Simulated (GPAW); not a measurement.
Write an ASE script for GPAW 26.7.0 that does the following.

| Quantity | Value |
| --- | --- |
| Task | optical spectrum |
| Functional | GLLB-SC |
| Potentials or basis | the program's PAW data sets (release 1.2.1) made for this functional |
| Cutoff | 500 eV |
| Basis | pw |
| k mesh | 6 × 6 × 6 |
| Occupations | fermi-dirac, width 0.05 eV |
| Spin | no spin polarisation |
| Kernel | RPA |
| Eta | 0.15 eV |
| Response ecut | 50 eV |
| Scissors | 0 eV |
| Maxiter | 150 |
| Response k mesh | 11 × 11 × 11 |
| Domega0 | 0.05 eV |
| Omega2 | 10 eV |
| Response bands | 39 |
| Directions | ["x", "z"] |
| Intraband | yes |

The structure of Bi lies in Bi.cif:

```cif
data_Bi
_cell_length_a 4.53500000
_cell_length_b 4.53500000
_cell_length_c 11.81400000
_cell_angle_alpha 90.00000000
_cell_angle_beta 90.00000000
_cell_angle_gamma 120.00000000
_space_group_name_H-M_alt 'R-3m'
_space_group_name_Hall '-R 3 2"'
_space_group_IT_number 166
loop_
_space_group_symop_operation_xyz
'x,y,z'
'-x,-y,-z'
'-y,x-y,z'
'y,-x+y,-z'
'-x+y,-x,z'
'x-y,x,-z'
'y,x,-z'
'-y,-x,z'
'x-y,-y,-z'
'-x+y,y,z'
'-x,-x+y,-z'
'x,x-y,z'
'x+2/3,y+1/3,z+1/3'
'-x+2/3,-y+1/3,-z+1/3'
'-y+2/3,x-y+1/3,z+1/3'
'y+2/3,-x+y+1/3,-z+1/3'
'-x+y+2/3,-x+1/3,z+1/3'
'x-y+2/3,x+1/3,-z+1/3'
'y+2/3,x+1/3,-z+1/3'
'-y+2/3,-x+1/3,z+1/3'
'x-y+2/3,-y+1/3,-z+1/3'
'-x+y+2/3,y+1/3,z+1/3'
'-x+2/3,-x+y+1/3,-z+1/3'
'x+2/3,x-y+1/3,z+1/3'
'x+1/3,y+2/3,z+2/3'
'-x+1/3,-y+2/3,-z+2/3'
'-y+1/3,x-y+2/3,z+2/3'
'y+1/3,-x+y+2/3,-z+2/3'
'-x+y+1/3,-x+2/3,z+2/3'
'x-y+1/3,x+2/3,-z+2/3'
'y+1/3,x+2/3,-z+2/3'
'-y+1/3,-x+2/3,z+2/3'
'x-y+1/3,-y+2/3,-z+2/3'
'-x+y+1/3,y+2/3,z+2/3'
'-x+1/3,-x+y+2/3,-z+2/3'
'x+1/3,x-y+2/3,z+2/3'
loop_
_atom_site_label
_atom_site_type_symbol
_atom_site_symmetry_multiplicity
_atom_site_Wyckoff_symbol
_atom_site_fract_x
_atom_site_fract_y
_atom_site_fract_z
_atom_site_occupancy
Bi1 Bi 6 c 0.0000000000 0.0000000000 0.7660000000 1
```

The input as run:

run.py

```python
import spglib
from ase import Atoms
from ase.dft.bandgap import bandgap
from ase.io import read, write
from gpaw import GPAW, PW
from gpaw.response.df import DielectricFunction

atoms = read('Bi.cif')
cell, positions, numbers = spglib.find_primitive(
    (atoms.cell[:], atoms.get_scaled_positions(), atoms.numbers), symprec=1e-4)
atoms = Atoms(numbers, cell=cell, scaled_positions=positions, pbc=True)

calc = GPAW(mode=PW(500),
            xc='GLLBSC',
            kpts={'size': (6, 6, 6), 'gamma': True},
            occupations={'name': 'fermi-dirac', 'width': 0.05},
            nbands=25,
            convergence={'density': 1e-06},
            maxiter=150,
            txt='gpaw.txt')
atoms.calc = calc
energy = atoms.get_potential_energy()
calc.write('gs.gpw')
write('result.traj', atoms)
print('Fermi level:', round(calc.get_fermi_level(), 4), 'eV')
print(f'Gap: {bandgap(calc)[0]:.4f} eV, direct: {bandgap(calc, direct=True)[0]:.4f} eV')

dense = calc.fixed_density(kpts={'size': (11, 11, 11), 'gamma': True},
                           nbands=45, convergence={'bands': 39},
                           update_fermi_level=True, txt='dense.txt')
dense.write('dense.gpw', mode='all')

df = DielectricFunction('dense.gpw', frequencies={'type': 'nonlinear', 'domega0': 0.05, 'omega2': 10},
                        eta=0.15, ecut=50, nbands=39, rate='eta', txt='df.txt')
for direction in ['x', 'z']:
    df.get_dielectric_function(xc='RPA', direction=direction, filename=f'df_{direction}.csv')
```

Potentials or basis: the program's PAW data sets (release 1.2.1) made for this functional, pw.

The run is started by

```console
$ OMP_NUM_THREADS=1 python run.py
```

It gave:

```yaml
Band_gap_on_the_k_mesh_Kohn-Sham_part_alone: none (metal or under the smearing width)
```

Caveat: the intraband term hangs on this k mesh; a model potential gives levels but no total energy; the long-wavelength limit can be off by a per cent or two; response on these states lacks terms of the Hamiltonian; independent-particle spectra lack excitons; spin-orbit coupling is left out, which moves the levels of the heavy elements.

Wall time 3.9 min on 1 thread of Intel(R) Xeon(R) 6975P-C (Granite Rapids), on a shared host, peak memory 0.55 GiB.
